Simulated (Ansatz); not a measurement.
MgF$_{2}$: from supercell energies to defect levels (F interstitial)

Computed with DFT PBE, scalar-relativistic, plane waves, PAW (Ansatz 0.2.0). (420 eV cutoff, 2×2×2 k-mesh, shifted by half a step, Gaussian smearing of 0.01 eV, collinear spin in charge 0 alone)

Host crystal, relaxed:

```
Mg F
1.0
     4.69758    0.00000    0.00000
     0.00000    4.69758    0.00000
     0.00000    0.00000    3.09299
Mg F
2 4
Direct
  0.50000 0.50000 0.50000
  0.00000 0.00000 0.00000
  0.69643 0.69643 0.00000
  0.80357 0.19643 0.50000
  0.30357 0.30357 0.00000
  0.19643 0.80357 0.50000
```

The F interstitial was set at (0.050, 0.600, 0.062) of the host cell, in a supercell of 48 sites (546 Å³), relaxed at fixed cell in each charge q. In charges 0, -1 some atom moved by up to 1.2 Å, so the relaxed defect can differ in kind from the start: near the site, 1 F at 1.73 Å, 1 F at 1.79 Å, 1 F at 1.84 Å, 1 Mg at 1.90 Å became 1 F at 1.93 Å, 1 Mg at 2.11 Å, 1 F at 2.20 Å, 2 F at 2.47 Å, 2 F at 2.51 Å (charge 0); 1 Mg at 2.05 Å, 1 Mg at 2.12 Å, 1 Mg at 2.13 Å, 1 F at 2.23 Å, 2 F at 2.33 Å, 1 F at 2.45 Å, 1 Mg at 2.62 Å (charge -1). The host's Kohn–Sham gap is 6.84 eV and its static dielectric constant 5.6 (mean). For each charge: the supercell's free energy over the neutral one with q electrons exchanged at the valence band top, F(q) − F(0) + qE_v; the image-charge term; and the term that aligns the potential far from the defect with the host's.

| q | F(q) − F(0) + qE_v (eV) | image charge (eV) | alignment (eV) |
| --- | --- | --- | --- |
| 0 | 0.000 | 0.000 | 0.000 |
| -1 | 1.418 | 0.453 | -0.350 |

Problem. Add the terms and find the levels between neighbouring charges, ε(q/q′) = [A(q′) − A(q)]/(q − q′), with and without the two corrections.

Solution. A(q): 0.000 eV for 0, 1.520 eV for -1.
```tsv
level	corrected (eV over E_v)	uncorrected (eV)
(0/-1)	1.52	1.42
```

As a check, a point charge in a simple cubic cell of this volume has q²αe²/(2εL) = 0.444 q² eV (e² = 14.40 eV Å, α = 2.837, L = 8.17 Å); the shape of the real cell and the anisotropy of ε can change it somewhat. The term grows as q², so it pushes donor levels down and acceptor levels up. The program doubts the alignment for q = -1, so levels beside it are uncertain by about that term.

Problem. Which of these charges is lowest with the Fermi level at the valence band top, at mid-gap and at the conduction band bottom?

Solution. The line A(q) + qE_F that lies lowest gives the charge: 0 at E_F = 0.00 eV, -1 at E_F = 3.42 eV, -1 at E_F = 6.84 eV. Charges beyond those computed could lie lower near the band edges.

Problem. The neutral defect forms at 1.65 eV with atoms taken from and returned to the elements. What are the formation energies at those three Fermi levels, and what share of sites would hold the defect at 1200 K with E_F at mid-gap, if the host still stood at that temperature?

Solution. E_f = E_f(0) + A(q) + qE_F = 1.65, -0.25, -3.67 eV. With E_f this low the dilute formula fails: the defect would form in large numbers and pin the Fermi level, or these chemical potentials lie outside the host's range of stability. This is the F-rich limit; a poorer supply of F, or a competing compound of it, raises E_f. The small cell and the narrow Kohn–Sham gap leave errors of tenths of an eV or more.